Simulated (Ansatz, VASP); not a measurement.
## Two plane-wave programs on P

```
P
1.0
     3.31914    0.00000    0.00000
    -1.65957    2.87446    0.00000
     0.00000    0.00000   28.00000
P
2
Direct
  0.33333 0.66667 0.52198
  0.66667 0.33333 0.47802
```

Change from the starting cell: biaxial strain +0.020, atoms relaxed.

Alike in both runs: functional PBE; dispersion D3(BJ); k mesh 9 × 9 × 1; occupations gaussian, width 0.02 eV; no spin polarisation.

Ansatz relaxed the structure, and its values are those at the end. VASP's run is a single point on that final structure, the one shown.

|  | VASP | Ansatz |
| --- | --- | --- |
| version | VASP 6.6.1 | Ansatz 0.2.0 |
| potentials or method | VASP PAW PBE potentials, release 64 (P) | scalar-relativistic, plane waves, PAW |
| plane-wave cutoff (eV) | 520 | 420 |
| valence electrons in the cell | 10 | 10 |

```tsv
	VASP	Ansatz	Ansatz less VASP
gap on the k mesh at the Fermi level (eV)	1.91	1.87	-0.043
least direct gap on the mesh (eV)	2.17	2.13	-0.043
rms of the force components (eV/Å)	0.043	0.004	-0.0389
```

Ansatz warned: «stress_scf_threshold_loose».
